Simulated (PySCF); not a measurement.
**Calculated NMR data**

How the numbers were obtained: geometry from GFN2-xTB, B3LYP/pcJ-1 coupling constants, PBE0/pcSseg-1 with gauge-including orbitals, in PySCF (isolated molecule, one conformer, non-relativistic Hamiltonian, one averaged value for each set of equivalent atoms).

Chemical shifts δ = σref − σ; $^{1}$H (31.72 ppm) and $^{13}$C (186.93 ppm) vs TMS, all at this level. Multiplet labels drop J under 1 Hz and among equivalent protons, and merge close values. Unscaled 3J(H,H) run several per cent high. Where no couplings were computed, multiplicities follow the n + 1 count of equivalent neighbours, and m marks all less simple cases (inequivalent or close neighbours, rings, F or P nearby). One-bond C–F couplings are unscaled and too large by tens of Hz. Shifts are as computed. Against solution values, carbons near 30 ppm lie about +3 ppm off and those near 130 ppm about +5 ppm. Of 1211 compounds with measured shifts, 218 miss one by over three times the rms of a fit or turn the order of signals round; such compounds aren't used in these exercises.

Compound 1 (C7H12). $^{1}$H NMR (600 MHz, computed): δ 1.95 (m, 2H), 1.68 (m, 2H), 1.23 (m, 2H), 1.08 (m, 2H), 0.90 (m, 2H), 0.61 (m, 1H), -0.18 (m, 1H). $^{13}$C{$^{1}$H} NMR (computed): δ 28.2 (CH2), 25.1 (CH2), 12.9 (CH), 12.8 (CH2). Structure: `[C@@H]12[C@@H](CCCC1)C2`.

Compound 2 (CHF3). $^{1}$H NMR (600 MHz, computed): δ 6.64 (q, J = 88.0 Hz, 1H). $^{13}$C{$^{1}$H} NMR (computed): δ 124.4 (q, J = 349.3 Hz). Structure: SMILES FC(F)F.
